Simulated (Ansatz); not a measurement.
Squeezing Ru (omega type)

```xyz
3
Lattice="4.2683 0.0000 0.0000 -2.1342 3.6965 0.0000 0.0000 0.0000 2.6844" Properties=species:S:1:pos:R:3 pbc="T T T"
Ru    0.0000    0.0000    0.0000
Ru    0.0000    2.4643    1.3422
Ru    2.1342    1.2322    1.3422
```

The cell comes from a relaxation on PAW files under the same functional, begun from a prototype that needn't be the stable phase.

Its volume is scaled, and at each volume shape and atoms are relaxed on PAW files; all methods then take that cell.

Computed with Ansatz 0.2.0; functional PBE, scalar-relativistic. Settings: a Γ-centred 9×9×13 k mesh, Fermi–Dirac smearing of 0.08 eV, no spin polarisation. Methods: LAPW: all electrons, basis error target 1 meV/atom; PAW: frozen-core files, cutoff 420 eV; crystal datasets: all electrons, by PAW datasets that the program makes for each cell; norm-conserving: pseudopotentials, cutoff 1143 eV; PAW (partial waves polarizable): frozen-core files, cutoff 420 eV.

Energies are extrapolated to zero smearing and count from the unscaled cell; pressure is positive in compression; gaps take the mesh and a band path. No temperature or zero-point motion is included.

```csv
V/V0,V (Å³/atom),P LAPW (GPa),ΔE LAPW (eV/atom),P PAW − LAPW (GPa),ΔE PAW − LAPW (meV/atom),space group,shortest distance (Å)
1.00,14.12,-0.08,0.000,0.07,0.0,P6/mmm,2.464
0.78,11.01,130.3,0.995,0.10,1.7,P6/mmm,2.280
0.58,8.19,551.1,6.228,-0.20,1.9,P6/mmm,?
0.50,7.06,962.0,11.419,-0.52,-0.8,P6/mmm,1.979
0.43,6.07,1605,19.144,-0.39,-4.2,P6/mmm,1.886
```

Task: Fill in "shortest distance (Å)" for the row "0.58".

Result: 2.075.

Task: Fit the Vinet equation to the LAPW pressures over the whole range, with residuals weighted by 1/(|P| + 0.03·Pmax).

Result: V0 = 14.12 Å³/atom, B0 = 288 GPa and B0′ = 4.97, and the fit misses no point by more than 6.1 GPa. A fit over so wide a range pins B0 less well than one near rest.

Task: From the table, what is the rise of the enthalpy H = E + pV up to the last row, and how stiff is the crystal between the last two rows?

Result: ΔH = 19.144 eV + (1605 GPa × 6.07 Å³ + 0.08 GPa × 14.12 Å³) × 0.006242 eV/(GPa·Å³) = 79.95 eV/atom, of which pV makes 76 %. The mean bulk modulus there is −ΔP/Δln V = 4260 GPa.

Task: At the smallest volume, how far do crystal datasets and norm-conserving and PAW (partial waves polarizable) lie from LAPW in pressure?

Result: crystal datasets: 0.00 GPa; norm-conserving: +6.06 GPa; PAW (partial waves polarizable): -0.40 GPa, on a LAPW pressure of 1605 GPa.

Task: How do the Löwdin populations by LAPW change from the unscaled cell to the last row?

Result: Ru 4s 1.96 → 1.86, Ru 5s 0.80 → 0.51, Ru 4p 5.99 → 5.94, Ru 4d 7.16 → 7.59 electrons an atom. These are projections on the shells that the free atoms fill; 0.26 e a cell lies outside them at the start and 0.31 e at the end.
